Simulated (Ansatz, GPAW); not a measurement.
# Hf: programs and potentials compared

```
Hf
1.0
     3.19670    0.00000    0.00000
    -1.59835    2.76842    0.00000
     0.00000    0.00000    5.05780
Hf
2
Cartesian
  1.5984 0.9228 3.7934
  0.0000 1.8456 1.2645
```

Alike in all runs: task single point; functional PBE; k mesh 10 × 10 × 5; occupations gaussian, width 0.022 eV; no spin polarisation; no spin-orbit coupling. Pressure is positive in compression and, in plane waves, holds the error of the finite cutoff, which Ansatz's Pulay term estimates and takes out.

```tsv
program and potentials	plane-wave cutoff (eV)	notes	pressure (GPa)
Ansatz, Ansatz PAW	420	26 valence electrons an atom on average; Pulay term of +0.05 GPa included	0.62
Ansatz, all-electron LAPW, scalar-relativistic	-	-	?
GPAW, GPAW PAW data sets (gpaw-data 1.2.1)	600	12 valence electrons an atom on average	0.92
```

Estimate from the other rows what the run with Ansatz, all-electron LAPW, scalar-relativistic gave.

Pressure 0.64 GPa. The other rows, which needn't bracket it: pressure 0.62 to 0.92.
